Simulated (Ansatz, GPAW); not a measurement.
**RuAl: the functional in 2 programs**

The structure is cubic, space group Pm-3m (No. 221). Conventional cell: a = 2.992 Å, b = 2.992 Å, c = 2.992 Å, α = 90.00°, β = 90.00°, γ = 90.00°. Ru (site symmetry m-3m) is surrounded by 8 Al at 2.59 Å. Al (site symmetry m-3m) has 8 Ru at 2.59 Å as nearest neighbours.

Kept alike: task band structure; k mesh 9 × 9 × 9; occupations fermi-dirac, width 0.05 eV; no spin polarisation. The mesh is that of the run's cell of 2 atoms. No spin-orbit coupling.

- A: GPAW; the program's PAW data sets (release 1.2.1) made for this functional (LDA); GPAW PAW data sets (gpaw-data 1.2.1) (PBE); PAW data sets generated for this functional (PBEsol), cutoff 600 eV
- B: Ansatz, all-electron LAPW, scalar-relativistic

```csv
functional,A: pressure (GPa),B: pressure (GPa)
LDA,-7.60,-8.19
PBE,3.20,2.49
PBEsol,-2.57,-3.37
```

Pressure is positive in compression; plane-wave values hold the error of the finite cutoff. For a metal such a mesh leaves the last digits unconverged.

Problem. How large is the effect of the functional, and do the programs agree on it?

Solution. From LDA to PBE the pressure moves by +10.80 in A, +10.68 in B (GPa). Row by row the programs differ by 0.59 to 0.80, and over this span the shifts, as printed, agree within about 1 %. Shifts from LDA: PBE +10.80, +10.68; PBEsol +5.03, +4.82; the programs' shifts differ by up to 0.21.
